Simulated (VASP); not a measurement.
**CsBr (CsCl type): computed properties**

Computed with PBE GGA, VASP's PBE PAW potentials (set 64) (plane waves; VASP).

```json
{
  "space_group": "Pm-3m (221)",
  "cell": "a = 4.386 Å, b = 4.386 Å, c = 4.386 Å, α = 90.00°, β = 90.00°, γ = 90.00°",
  "volume_per_atom": "42.20 Å³/atom",
  "band gap (over mesh and band path)": "4.25 eV",
  "smallest direct gap (over mesh and band path)": "4.27 eV",
  "hill_bulk_modulus": "125 kbar",
  "hill_shear_modulus": "6.8 GPa",
  "Poisson's ratio": "0.272",
  "band_edge_character_without_spin_orbit_coupling": "indirect, M to Γ",
  "band_gap_with_spin_orbit_coupling": "4.10 eV",
  "density": "4.19 g/cm³",
  "optical Γ-point spectrum": "57 (×3) cm⁻¹",
  "C11": "27.1 GPa",
  "C12": "5.2 GPa",
  "C44": "4.8 GPa"
}
```

```xyz
2
Lattice="4.3865 0.0000 0.0000 0.0000 4.3865 0.0000 0.0000 0.0000 4.3865" Properties=species:S:1:pos:R:3 pbc="T T T"
Cs     0.0000     0.0000     0.0000
Br     2.1932     2.1932     2.1932
```

Measured: gap 7.30 eV (computed value off by -3.05 eV), as given by Aguado et al., (1998), arXiv:cond-mat/9809176. Unless said otherwise, spin-orbit coupling is left out, though it shifts the bands of the heavy elements here.

The compound is CsBr in the CsCl type structure. It was relaxed first, which changed the volume by +7 %. Symmetry was kept, so distortions that lower it aren't found.
